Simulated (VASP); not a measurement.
## VASP 6.6.1 run: SrO

INCAR

```
IBRION = -1
PREC = Accurate
ISMEAR = -1
ENCUT = 520
LWAVE = .FALSE.
SIGMA = 0.02
LCHARG = .FALSE.
NELM = 52
NBANDS = 15
GGA = PE
EDIFF = 1E-7
ALGO = Eigenval
LREAL = .FALSE.
NSW = 0
ISIF = 2
LASPH = .TRUE.
```

KPOINTS

```
KPOINTS created by Atomic Simulation Environment
0
Gamma
8 8 8
0 0 0
```

POSCAR

```
Sr O
 1.0000000000000000
     0.0000000000000000    2.6830880188999999    2.5299257842000000
     2.6830880188999999    0.0000000000000000    2.5299257842000000
     2.6830880188999999    2.6830880188999999    0.0000000000000000
 Sr  O
   1   1
Cartesian
  0.0000000000000000  0.0000000000000000  0.0000000000000000
  2.6830880188999999  2.6830880188999999  2.5299257842000000
```

The recommended PBE PAW datasets give the neutral cell 16 valence electrons.

Command

```
mpirun -np 1 vasp_std
```

OSZICAR

```
N       E                     dE             d eps       ncg     rms          rms(c)
EIG:   1     0.125448482652E+04    0.12545E+04    0.00000E+00     0   0.000E+00
EIG:   2     0.125448482652E+04   -0.25466E-10    0.00000E+00     0   0.000E+00
EIG:   3     0.125448482652E+04   -0.35925E-10    0.00000E+00     0   0.000E+00
EIG:   4     0.125448482652E+04    0.72760E-11    0.00000E+00     0   0.000E+00
EIG:   5     0.125448482652E+04    0.35925E-10    0.00000E+00     0   0.000E+00    0.499E+02
EIG:   6     0.133855708316E+04    0.84072E+02    0.00000E+00     0   0.000E+00    0.299E+02
EIG:   7     0.139834614773E+04    0.59789E+02    0.00000E+00     0   0.000E+00    0.370E+00
EIG:   8     0.139920454050E+04    0.85839E+00    0.00000E+00     0   0.000E+00    0.856E-01
EIG:   9     0.139925640186E+04    0.51861E-01    0.00000E+00     0   0.000E+00    0.771E-02
EIG:  10     0.139925663365E+04    0.23179E-03    0.00000E+00     0   0.000E+00    0.470E-03
EIG:  11     0.139925664427E+04    0.10620E-04    0.00000E+00     0   0.000E+00    0.164E-03
EIG:  12     0.139925664568E+04    0.14103E-05    0.00000E+00     0   0.000E+00    0.127E-04
EIG:  13     0.139925664608E+04    0.39639E-06    0.00000E+00     0   0.000E+00    0.580E-05
EIG:  14     0.139925664618E+04    0.10204E-06    0.00000E+00     0   0.000E+00    0.420E-06
EIG:  15     0.139925664619E+04    0.12573E-07    0.00000E+00     0   0.000E+00
   1 F= 0.13992566E+04 E0= 0.13992571E+04  d E =-.921632E-03
```

It converged. Results: gap between bands v and c on the k mesh -6.98 eV (bands overlap: a metal); least direct gap on the k mesh 1.27 eV; pressure 2580.7 GPa. Band v is the last that the valence electrons fill when counted band by band, and c is the next.

Q: Find the fault in these files.

A: No self-consistency without orbitals. On sound settings PBE gives a gap of 3.03 eV on its mesh and a pressure of -1.9 GPa for the intended cell. This run's energy (σ→0) differs from it by 705638 meV an atom.
